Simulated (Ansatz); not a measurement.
We consider tetradymite Sb2Te3, described by r²SCAN+rVV10 in Ansatz (PAW).

Run with plane-wave cutoff 560 eV, 10×10×10 k mesh, Fermi–Dirac smearing 0.01 eV, scalar-relativistic PAW data made under PBE.

Response to compression and expansion:

Shape and atoms are relaxed at each volume.

```json
[
 {"V (Å³/atom)": "31.485", "P (GPa)": "1.47", "direct gap at Γ (eV)": "0.109", "c (Å)": "30.182", "a (Å)": "4.251"},
 {"V (Å³/atom)": "32.141", "P (GPa)": "0.66", "direct gap at Γ (eV)": "0.197", "c (Å)": "30.533", "a (Å)": "4.270"},
 {"V (Å³/atom)": "32.797", "P (GPa)": "0.00", "direct gap at Γ (eV)": "0.273", "c (Å)": "30.922", "a (Å)": "4.286"},
 {"V (Å³/atom)": "33.453", "P (GPa)": "-0.52", "direct gap at Γ (eV)": "0.357", "c (Å)": "31.347", "a (Å)": "4.299"},
 {"V (Å³/atom)": "34.109", "P (GPa)": "-0.90", "direct gap at Γ (eV)": "0.448", "c (Å)": "31.820", "a (Å)": "4.309"}
]
```

A straight line through the gaps at Γ against ln V gives a volume deformation potential dE_g(Γ)/d ln V of 4.2 eV: the gap at Γ narrows under compression.

Measured, for comparison: band gap 0.3 eV (temperature not stated, not corrected to a static lattice, compiled measured gap; kind and temperature not stated, our sources range from 0.17 to 0.30; as tabulated in Kothakonda et al. (2022), arXiv:2208.02841).

Note: the bulk modulus comes from volumes at which shape and atoms were relaxed.

Spin–orbit coupling is not included; it can close the smallest gap of 0.27 eV.

Ansatz is a program for electronic structure.
